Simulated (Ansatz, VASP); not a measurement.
**Ca in VASP and in Ansatz**

INCAR

```
SYSTEM = Ca
ALGO = Normal ; EDIFF = 1E-8
ENCUT = 520 ; GGA = PE
ISIF = 2 ; ISMEAR = -1
LASPH = .TRUE. ; LCHARG = .FALSE.
LEFG = .TRUE. ; LREAL = .FALSE.
LWAVE = .FALSE. ; NBANDS = 11
NELM = 100 ; PREC = Accurate
SIGMA = 0.03
```

Contents of KPOINTS:

```
k-points
0
G
  11 11 11
  0 0 0
```

File POSCAR:

```
Ca
1.0
    0.0000000000      2.7342335122      2.7342335122
    2.7342335122      0.0000000000      2.7342335122
    2.7342335122      2.7342335122      0.0000000000
Ca
1
Direct
    0.0000000000      0.0000000000      0.0000000000
```

Input for Ansatz:

```yaml
crystal:
  lattice:
    - [0.0, 2.7342335122, 2.7342335122]
    - [2.7342335122, 0.0, 2.7342335122]
    - [2.7342335122, 2.7342335122, 0.0]
  atoms:
    - { symbol: Ca, position: [0.0, 0.0, 0.0] }
kpoints:
  mp_grid: { grid: [11, 11, 11] }
scf:
  occupations: { method: fermi_dirac, width: 0.03 }
hamiltonian:
  xc: pbe
  pseudopotentials: { kind: paw }
output:
  forces: true
  stress: true
  eigenvalues: true
  efg: { contact_densities: true }
  write_density: true
  write_potential: true
  elf: true
  volumetric_format: npy
```

Change from the starting cell: volume scaled by 0.97, PAW files.

Alike in both runs: task electric field gradients; functional PBE; k mesh 11 × 11 × 11; occupations fermi-dirac, width 0.03 eV; no spin polarisation.

|  | VASP | Ansatz |
| --- | --- | --- |
| version | VASP 6.6.1 | Ansatz 0.2.0 |
| potentials or method | VASP PAW PBE potentials, release 64 (Ca_sv) | PAW with Ansatz's default frozen-core files, scalar-relativistic |
| plane-wave cutoff (eV) | 520 | 420 |
| valence electrons in the cell | 10 | 10 |

|  | VASP | Ansatz | Ansatz less VASP |
| --- | --- | --- | --- |
| pressure (GPa) | 0.6 | 0.6 | -0.01 |
| Vzz of the field gradient on the site that differs most (V/Å²) | 0.0 | 0.0 | 0.00 |

The functional is the same, so the differences come from potentials, cutoffs and numerics.
